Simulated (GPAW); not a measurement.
The system is GeS.

```xyz
8
Lattice="10.4810 0.0000 0.0000 0.0000 3.6460 0.0000 0.0000 0.0000 4.2990" Properties=species:S:1:pos:R:3 pbc="T T T"
Ge    9.2013    2.7345    3.7500
Ge    6.5202    0.9115    1.6005
Ge    3.9608    2.7345    2.6985
Ge    1.2797    0.9115    0.5490
S     1.5774    2.7345    2.1396
S     3.6631    0.9115    4.2891
S     6.8179    2.7345    0.0099
S     8.9036    0.9115    2.1594
```

Base run:

```yaml
Program: GPAW 26.7.0
Functional: LDA
Potentials_or_basis: the program's PAW data sets (release 1.2.1) made for this functional
Cutoff: 600 eV
Basis: pw
k_mesh: 2 × 5 × 4
Occupations: fermi-dirac, width 0.05 eV
Spin: no spin polarisation
```

Its results: band gap on the k mesh 1.02 eV, direct; pressure -2.6 GPa; largest force 0.045 eV/Å.

The run is repeated on the same cell with these changes: functional from LDA to PBEsol; potentials or basis from the program's PAW data sets (release 1.2.1) made for this functional to PAW data sets generated in the run's folder for this functional. What comes out?

Band gap on the k mesh 1.04 eV, direct; pressure -1.0 GPa; largest force 0.099 eV/Å.
